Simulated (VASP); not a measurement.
# Sr (P6_3/mmc) in VASP: notebook

The runs below take Sr through single point, with RPBE, LDA.

Program: VASP 6.6.1. These are calculated values, not measurements. Logs are shortened: lines on timing, memory, paths and dates and some standing lists are left out, and cuts for length are marked.

### 1 Starting point

Symmetry: P6_3/mmc, No. 194, hexagonal system. Conventional cell: a = 4.310 Å, b = 4.310 Å, c = 7.050 Å, α = 90.00°, β = 90.00°, γ = 120.00°. Sr (site symmetry -6m2) has 12 Sr at 4.31 Å as nearest neighbours.

This isn't the form of Sr at room conditions, which is fcc.

### 2 Single point, RPBE

Contents of INCAR:

```
ALGO = Normal
EDIFF = 1E-7
ENCUT = 500
GGA = RP
ISIF = 2
ISMEAR = 0
LASPH = True
LCHARG = False
LREAL = False
LWAVE = False
NBANDS = 17
NELM = 60
PREC = Accurate
SIGMA = 0.05
```

Contents of KPOINTS:

```
k-points
0
Gamma
  7 7 4
```

Contents of POSCAR:

```
Sr
4.31
    1.000000000000      0.000000000000      0.000000000000
   -0.500000000000      0.866025403782      0.000000000000
    0.000000000000      0.000000000000      1.635730858469
Sr
2
Direct
    0.6666666667      0.3333333333      0.7500000000
    0.3333333333      0.6666666667      0.2500000000
```

Potentials or basis: VASP PAW PBE potentials, release 64 (Sr_sv).

On the command line:

```
$ cat potpaw_PBE.64/Sr_sv/POTCAR > POTCAR
$ mpirun -np 1 vasp_std > vasp.out
```

OUTCAR:

```text
EDIFF = 1E-7
   ENCUT = 500
   GGA = RP
   ISIF = 2
   ISMEAR = 0
   LASPH = True
   LREAL = False
   NELM = 60
   PREC = Accurate

 ion  position               nearest neighbor table
   1  0.667  0.333  0.750-   2 4.31   2 4.31   2 4.31   2 4.31   2 4.31   2 4.31
   2  0.333  0.667  0.250-   1 4.31   1 4.31   1 4.31   1 4.31   1 4.31   1 4.31

  LATTYP: Found a hexagonal cell.
 ALAT       =     4.3100000000
 C/A-ratio  =     1.6357308585

  Lattice vectors:

 A1 = (   4.3100000000,   0.0000000000,   0.0000000000)
 A2 = (  -2.1550000000,   3.7325694903,   0.0000000000)
 A3 = (   0.0000000000,   0.0000000000,   7.0500000000)

Analysis of symmetry for initial positions (statically):
=====================================================================
 Subroutine PRICEL returns:
 Original cell was already a primitive cell.

 Routine SETGRP: Setting up the symmetry group for a
 hexagonal supercell.

 Subroutine GETGRP returns: Found 24 space group operations
 (whereof 12 operations were pure point group operations)
 out of a pool of 24 trial point group operations.

The static configuration has the point symmetry D_3d.
 The point group associated with its full space group is D_6h.

Analysis of symmetry for dynamics (positions and initial velocities):
=====================================================================
 Subroutine PRICEL returns:
 Original cell was already a primitive cell.

 Routine SETGRP: Setting up the symmetry group for a
 hexagonal supercell.

 Subroutine GETGRP returns: Found 24 space group operations
 (whereof 12 operations were pure point group operations)
 out of a pool of 24 trial point group operations.

The dynamic configuration has the point symmetry D_3d.
 The point group associated with its full space group is D_6h.

 Subroutine INISYM returns: Found 24 space group operations
 (whereof 12 operations are pure point group operations),
 and found     1 'primitive' translations

----------------------------------------------------------------------------------------

                                     Primitive cell

  volume of cell :     113.4160

  direct lattice vectors                    reciprocal lattice vectors
     4.310000000  0.000000000  0.000000000     0.232018561  0.133955979  0.000000000
    -2.155000000  3.732569490  0.000000000     0.000000000  0.267911958  0.000000000
     0.000000000  0.000000000  7.050000000     0.000000000  0.000000000  0.141843972

  length of vectors
     4.310000000  4.310000000  7.050000000     0.267911958  0.267911958  0.141843972

  position of ions in fractional coordinates (direct lattice)
     0.666666667  0.333333333  0.750000000
     0.333333333  0.666666667  0.250000000

  ion indices of the primitive-cell ions
   primitive index   ion index
                 1           1
                 2           2

----------------------------------------------------------------------------------------

 KPOINTS: k-points

Automatic generation of k-mesh.
 Grid dimensions read from file:
 generate k-points for:    7    7    4

 Generating k-lattice:

  Cartesian coordinates                     Fractional coordinates (reciprocal lattice)
     0.033145509  0.019136568  0.000000000     0.142857143  0.000000000  0.000000000
     0.000000000  0.038273137  0.000000000     0.000000000  0.142857143  0.000000000
     0.000000000  0.000000000  0.035460993     0.000000000  0.000000000  0.250000000

  Length of vectors
     0.038273137  0.038273137  0.035460993

  Shift w.r.t. Gamma in fractional coordinates (k-lattice)
     0.000000000  0.000000000  0.000000000

 Subroutine IBZKPT returns following result:
 ===========================================

 Found     24 irreducible k-points:

 Following reciprocal coordinates:
            Coordinates               Weight
  0.000000  0.000000  0.000000      1.000000
  0.142857 -0.000000  0.000000      6.000000
  0.285714 -0.000000  0.000000      6.000000
  0.428571 -0.000000  0.000000      6.000000
  0.142857  0.142857  0.000000      6.000000
  0.285714  0.142857  0.000000     12.000000
[... 16 lines left out ...]
  0.428571  0.142857  0.500000      6.000000
  0.285714  0.285714  0.500000      6.000000
   k-points           NKPTS =     24   k-points in BZ     NKDIM =     24   number of bands    NBANDS=     17
   number of dos      NEDOS =    301   number of ions     NIONS =      2
   total plane-waves  NPLWV =  55296
   dimension x,y,z NGX =    32 NGY =   32 NGZ =   54
   dimension x,y,z NGXF=    64 NGYF=   64 NGZF=  108
   ions per type =               2
   NGX,Y,Z   is equivalent  to a cutoff of  12.34, 12.34, 12.73 a.u.
   NGXF,Y,Z  is equivalent  to a cutoff of  24.69, 24.69, 25.47 a.u.
 SYSTEM =  unknown system
   PREC   = accura    normal or accurate (medium, high low for compatibility)
   ISTART =      0    job   : 0-new  1-cont  2-samecut
   ICHARG =      2    charge: 1-file 2-atom 10-const
   ISPIN  =      1    spin polarized calculation?
   LNONCOLLINEAR =      F non collinear calculations
   LSORBIT =      F    spin-orbit coupling
   LASPH  =      T    aspherical Exc in radial PAW
   ENCUT  =  500.0 eV  36.75 Ry    6.06 a.u.   7.86  7.86 12.85*2*pi/ulx,y,z
   NELM   =     60;   NELMIN=  2; NELMDL= -5     # of ELM steps
   EDIFF  = 0.1E-06   stopping-criterion for ELM
   LREAL  =      F    real-space projection
   EDIFFG = 0.1E-05   stopping-criterion for IOM
   NSW    =      0    number of steps for IOM
   IBRION =     -1    ionic relax: 0-MD 1-quasi-New 2-CG
   NFREE  =      0    steps in history (QN), initial steepest desc. (CG)
   ISIF   =      2    stress and relaxation
   ISYM   =      2    0-nonsym 1-usesym 2-fastsym
   POTIM  = 0.5000    time-step for ionic-motion
   TEBEG  =    0.0;   TEEND  =   0.0 temperature during run
   PSTRESS=    0.0 pullay stress
   NELECT =      20.0000    total number of electrons
   NUPDOWN=      -1.0000    fix difference up-down
   EMIN   =  10.00;   EMAX   =-10.00  energy-range for DOS
   EFERMI =   0.00;   METHOD = LEGACY
   ISMEAR =     0;   SIGMA  =   0.05  broadening in eV -4-tet -1-fermi 0-gaus
   EFERMI_NEDOS =   21; number of points for ismear=-14 and -15
   IALGO  =     38    algorithm
   IMIX   =      4    mixing-type and parameters
     AMIX     =   0.40;   BMIX     =  1.00
     AMIX_MAG =   1.60;   BMIX_MAG =  1.00
  volume/ion in A,a.u.               =      56.71       382.68
  Fermi-wavevector in a.u.,A,eV,Ry     =   0.918037  1.734838 11.466874  0.842791
  Thomas-Fermi vector in A             =   2.043073
   LORBIT       =      0    0 simple, 1 ext, 2 COOP (PROOUT), +10 PAW based schemes
   GGA     = RP    functional components
   LHFCALC =     F    Hartree Fock is set to
   AEXX    =    0.0000 exact exchange contribution
   IVDW    =     0    specifies the selected vdW correction
   LEPSILON=     F    determine dielectric tensor
   LRPA    =     F    only Hartree local field effects (RPA)
 non-spin polarized calculation
 Gauss-broadening in eV      SIGMA  =   0.05
  energy-cutoff  :      500.00
  volume of cell :      113.42
 maximum number of plane-waves:      2896
 NGX is ok and might be reduce to    32
   NGX = 15   NGY = 15   NGZ = 25

 number of electron      20.0000000 magnetization

 Free energy of the ion-electron system (eV)
  ---------------------------------------------------
  ext. energy  EPLUGINS =         0.00000000
  ---------------------------------------------------
  free energy    TOTEN  =        -2.91487714 eV

  energy without entropy =       -2.90961366  energy(sigma->0) =       -2.91224540

 E-fermi :   1.6377     XC(G=0):  -7.1486

 val. band max:        1.6281667662   @ k =   0.2857   0.2857   0.0000
 cond. band min:       1.6556526591   @ k =   0.2857   0.2857   0.2500
 fundamental gap:      0.0274858929
 Fermi energy:         1.6377467788

 k-point     1 :       0.0000    0.0000    0.0000
  band No.  band energies     occupation
      1     -35.1452      2.00000
      2     -35.1335      2.00000
      3     -17.2032      2.00000
      4     -17.0699      2.00000
      5     -17.0699      2.00000
      6     -17.0464      2.00000
[... 9 lines left out ...]
     16       4.2880      0.00000
     17       4.7992      0.00000

 k-point     2 :       0.1429   -0.0000    0.0000
  band No.  band energies     occupation
      1     -35.1432      2.00000
      2     -35.1325      2.00000
      3     -17.1924      2.00000
      4     -17.0945      2.00000
      5     -17.0776      2.00000
      6     -17.0718      2.00000
[... 9 lines left out ...]
     16       4.3227      0.00000
     17       4.5505      0.00000

 k-point     3 :       0.2857   -0.0000    0.0000
  band No.  band energies     occupation
      1     -35.1385      2.00000
      2     -35.1306      2.00000
      3     -17.1645      2.00000
      4     -17.1504      2.00000
      5     -17.1271      2.00000
      6     -17.0942      2.00000
[... 9 lines left out ...]
     16       4.8370      0.00000
     17       4.8768      0.00000

 k-point     4 :       0.4286   -0.0000    0.0000
  band No.  band energies     occupation
      1     -35.1341      2.00000
      2     -35.1295      2.00000
      3     -17.1955      2.00000
      4     -17.1698      2.00000
      5     -17.1341      2.00000
      6     -17.1071      2.00000
[... 9 lines left out ...]
     16       5.5672      0.00000
     17       5.9883      0.00000

 k-point     5 :       0.1429    0.1429    0.0000
  band No.  band energies     occupation
      1     -35.1398      2.00000
      2     -35.1311      2.00000
      3     -17.1729      2.00000
      4     -17.1266      2.00000
      5     -17.1187      2.00000
      6     -17.0854      2.00000
[... 9 lines left out ...]
     16       4.5403      0.00000
     17       4.6769      0.00000

 k-point     6 :       0.2857    0.1429    0.0000
  band No.  band energies     occupation
      1     -35.1352      2.00000
      2     -35.1297      2.00000
      3     -17.1726      2.00000
      4     -17.1552      2.00000
      5     -17.1423      2.00000
      6     -17.1100      2.00000
[... 9 lines left out ...]
     16       5.0524      0.00000
     17       5.3606      0.00000

 k-point     7 :       0.4286    0.1429    0.0000
  band No.  band energies     occupation
      1     -35.1326      2.00000
      2     -35.1295      2.00000
      3     -17.1943      2.00000
      4     -17.1685      2.00000
      5     -17.1227      2.00000
      6     -17.1217      2.00000
[... 9 lines left out ...]
     16       5.5795      0.00000
     17       5.5885      0.00000

 k-point     8 :       0.2857    0.2857    0.0000
  band No.  band energies     occupation
      1     -35.1318      2.00000
      2     -35.1297      2.00000
      3     -17.1769      2.00000
      4     -17.1599      2.00000
      5     -17.1371      2.00000
      6     -17.1143      2.00000
[... 9 lines left out ...]
     16       5.0083      0.00000
     17       5.4907      0.00000
[... 203 lines left out ...]
      1     -35.1345      2.00000
      2     -35.1345      2.00000
      3     -17.1630      2.00000
      4     -17.1630      2.00000
      5     -17.0831      2.00000
      6     -17.0831      2.00000
[... 9 lines left out ...]
     16       4.4399      0.00000
     17       5.6494      0.00000

 k-point    20 :       0.4286   -0.0000    0.5000
  band No.  band energies     occupation
      1     -35.1318      2.00000
      2     -35.1318      2.00000
      3     -17.2025      2.00000
      4     -17.2025      2.00000
      5     -17.0881      2.00000
      6     -17.0881      2.00000
[... 9 lines left out ...]
     16       4.5486      0.00000
     17       5.8417      0.00000

 k-point    21 :       0.1429    0.1429    0.5000
  band No.  band energies     occupation
      1     -35.1354      2.00000
      2     -35.1354      2.00000
      3     -17.1478      2.00000
      4     -17.1478      2.00000
      5     -17.0863      2.00000
      6     -17.0863      2.00000
[... 9 lines left out ...]
     16       4.2943      0.00000
     17       5.4524      0.00000

 k-point    22 :       0.2857    0.1429    0.5000
  band No.  band energies     occupation
      1     -35.1324      2.00000
      2     -35.1324      2.00000
      3     -17.1835      2.00000
      4     -17.1835      2.00000
      5     -17.1036      2.00000
      6     -17.1036      2.00000
[... 9 lines left out ...]
     16       4.3349      0.00000
     17       5.6479      0.00000

 k-point    23 :       0.4286    0.1429    0.5000
  band No.  band energies     occupation
      1     -35.1311      2.00000
      2     -35.1311      2.00000
      3     -17.2003      2.00000
      4     -17.2003      2.00000
      5     -17.1122      2.00000
      6     -17.1122      2.00000
[... 9 lines left out ...]
     16       4.3968      0.00000
     17       5.9843      0.00000

 k-point    24 :       0.2857    0.2857    0.5000
  band No.  band energies     occupation
      1     -35.1307      2.00000
      2     -35.1307      2.00000
      3     -17.1845      2.00000
      4     -17.1845      2.00000
      5     -17.1372      2.00000
      6     -17.1372      2.00000
[... 9 lines left out ...]
     16       4.3433      0.00000
     17       5.8124      0.00000

------------------------ aborting loop because EDIFF is reached ----------------------------------------

  FORCE on cell =-STRESS in cart. coord.  units (eV):
  Direction    XX          YY          ZZ          XY          YZ          ZX
  --------------------------------------------------------------------------------------
  -------------------------------------------------------------------------------------
  Total        0.1334219      0.1334219      0.7269347      0.0000000     -0.0000000      0.0000000
  in kB        1.8847919      1.8847919     10.2690841      0.0000000     -0.0000000      0.0000000
  external PRESSURE =       4.6795560 kB  Pullay stress =       0.0000000 kB

 VOLUME and BASIS-vectors are now :
 -----------------------------------------------------------------------------
  energy-cutoff  :      500.00
  volume of cell :      113.42
      direct lattice vectors                 reciprocal lattice vectors
     4.310000000  0.000000000  0.000000000     0.232018561  0.133955979  0.000000000
    -2.155000000  3.732569490  0.000000000     0.000000000  0.267911958  0.000000000
     0.000000000  0.000000000  7.050000000     0.000000000  0.000000000  0.141843972

 POSITION                                       TOTAL-FORCE (eV/Angst)
 -----------------------------------------------------------------------------------
      2.15500      1.24419      5.28750        -0.000000      0.000000     -0.000000
     -0.00000      2.48838      1.76250         0.000000     -0.000000      0.000000
 -----------------------------------------------------------------------------------
    total drift:                               -0.000000      0.000000     -0.000000

  FREE ENERGIE OF THE ION-ELECTRON SYSTEM (eV)
  ---------------------------------------------------
  free  energy   TOTEN  =        -2.9148771440 eV

  energy  without entropy=       -2.9096136636  energy(sigma->0) =       -2.91224540
```

Run time: 24 s. Hardware: 1 thread of Intel Xeon Platinum 8488C (Sapphire Rapids), shared host; peak memory 0.23 GiB.

Results:

| Item | Value |
| --- | --- |
| Free energy | -2.9149 eV |
| Pressure | 0.5 GPa |
| Band gap on the k mesh | none (metal or under the smearing width) |

Caveat: the PAW data sets were made with another functional, which shifts forces and pressure a little.

### 3 Single point, RPBE

Contents of run.py:

```python
from ase.calculators.vasp import Vasp
from ase.dft.bandgap import bandgap
from ase.io import read

atoms = read('POSCAR')
calc = Vasp(
    directory='calc',
    xc='rpbe',
    pp='PBE',
    setups='minimal',
    prec='Accurate',
    encut=500,
    ediff=1e-07,
    ismear=0,
    sigma=0.05,
    lreal=False,
    lasph=True,
    nelm=80,
    algo='Fast',
    isif=2,
    lwave=False,
    lcharg=False,
    kpts=[7, 7, 4],
    gamma=True,
)
atoms.calc = calc

print('energy (eV):', atoms.get_potential_energy())
print('free energy (eV):', atoms.get_potential_energy(force_consistent=True))
print('forces (eV/A):')
print(atoms.get_forces())
print('stress (eV/A^3, Voigt):', atoms.get_stress())
print('Fermi level (eV):', calc.get_fermi_level())
gap, top, bottom = bandgap(calc)
print('band gap (eV):', gap, 'from (spin, k, band)', top, 'to', bottom)
```

Contents of POSCAR:

```
Sr
1.0
    4.3100000000      0.0000000000      0.0000000000
   -2.1550000000      3.7325694903      0.0000000000
    0.0000000000      0.0000000000      7.0500000000
Sr
2
Direct
    0.6666666667      0.3333333333      0.7500000000
    0.3333333333      0.6666666667      0.2500000000
```

Potentials or basis: VASP PAW PBE potentials, release 64 (Sr_sv).

On the command line:

```
$ python run.py
```

It took 26 s on 1 thread of Intel Xeon Platinum 8488C (Sapphire Rapids), shared host; peak memory 0.22 GiB.

It converged, with:

```yaml
Free_energy: -2.9149 eV
Pressure: 0.5 GPa
Band_gap_on_the_k_mesh: none (metal or under the smearing width)
```

Stress tensor (GPa, compression positive):
```
0.19 0.00 0.00
0.00 0.19 0.00
0.00 0.00 1.03
```

Levels at points of the mesh, in eV from the Fermi level:
```
           k point  band 7  band 8  band 9  band 10  band 11  band 12  band 13  band 14
(0.00, 0.00, 0.00)  -18.68  -18.67   -3.64    -1.14    -0.06     2.25     2.26     2.26
(0.00, 0.00, 0.50)  -18.70  -18.70   -2.72    -2.72     1.23     1.23     2.25     2.25
```

Caveat: the PAW data sets were made with another functional, which shifts forces and pressure a little.

### 4 Single point, LDA

Contents of INCAR:

```
SYSTEM = Sr
ALGO = Normal
EDIFF = 1E-6
ENCUT = 520
GGA = CA
ISIF = 2
ISMEAR = 0
LASPH = .TRUE.
LCHARG = .TRUE.
LELF = .TRUE.
LREAL = .FALSE.
LVHAR = .TRUE.
LWAVE = .FALSE.
NELM = 60
PREC = Accurate
SIGMA = 0.02
```

Contents of KPOINTS:

```
k-points
0
G
  7 7 4
  0 0 0
```

Contents of POSCAR:

```
Sr
1.0
    4.3100000000      0.0000000000      0.0000000000
   -2.1550000000      3.7325694903      0.0000000000
    0.0000000000      0.0000000000      7.0500000000
Sr
2
Cartesian
    2.1550000002      1.2441898300      5.2875000000
   -0.0000000002      2.4883796603      1.7625000000
```

Potentials or basis: VASP PAW LDA potentials, release 64 (Sr_sv).

On the command line:

```
$ cat potpaw_LDA.64/Sr_sv/POTCAR > POTCAR
$ mpirun -np 1 vasp_std > vasp.out
```

It took 17 s on 1 thread of Intel Xeon Platinum 8488C (Sapphire Rapids), shared host; peak memory 0.19 GiB.

Results (log left out):

- Free energy: -3.6875 eV
- Pressure: -1.5 GPa
- Band gap on the k mesh: none (metal or under the smearing width)

Stress tensor (GPa, compression positive):
```
-1.68  0.00  0.00
 0.00 -1.68  0.00
 0.00  0.00 -1.29
```

Levels at points of the mesh, in eV from the Fermi level:
```csv
k point,band 7,band 8,band 9,band 10,band 11,band 12,band 13,band 14
"(0.00, 0.00, 0.00)",-18.57,-18.56,-3.67,-1.23,0.03,2.11,2.12,2.12
"(0.00, 0.00, 0.50)",-18.58,-18.58,-2.76,-2.76,1.16,1.16,2.11,2.11
```

### 5 The reference run

An earlier run on the cell as given: functional PBE; potentials or basis VASP PAW PBE potentials, release 64 (Sr_sv); cutoff 520 eV; k mesh 7 × 7 × 4; occupations fermi-dirac, width 0.05 eV; no spin polarisation.

- Pressure: -0.3 GPa
- Band gap on the k mesh: none (metal or under the smearing width)

### 6 The runs side by side

| level | potentials or basis | cutoff (eV) | smearing | gap on the mesh (eV) | pressure (GPa) |
| --- | --- | --- | --- | --- | --- |
| RPBE | VASP PAW PBE potentials, release 64 (Sr_sv) | 500 | gaussian 0.05 eV | none | 0.5 |
| LDA | VASP PAW LDA potentials, release 64 (Sr_sv) | 520 | gaussian 0.02 eV | none | -1.5 |
| PBE | VASP PAW PBE potentials, release 64 (Sr_sv) | 520 | fermi-dirac 0.05 eV | none | -0.3 |

Alike in all rows: task single point; no spin polarisation; cell as given; k mesh 7 × 7 × 4.

Caveats: the PAW data sets were made with another functional, which shifts forces and pressure a little (some runs).

Total energies depend on the potentials used, so only differences within one code and one set of settings carry meaning.
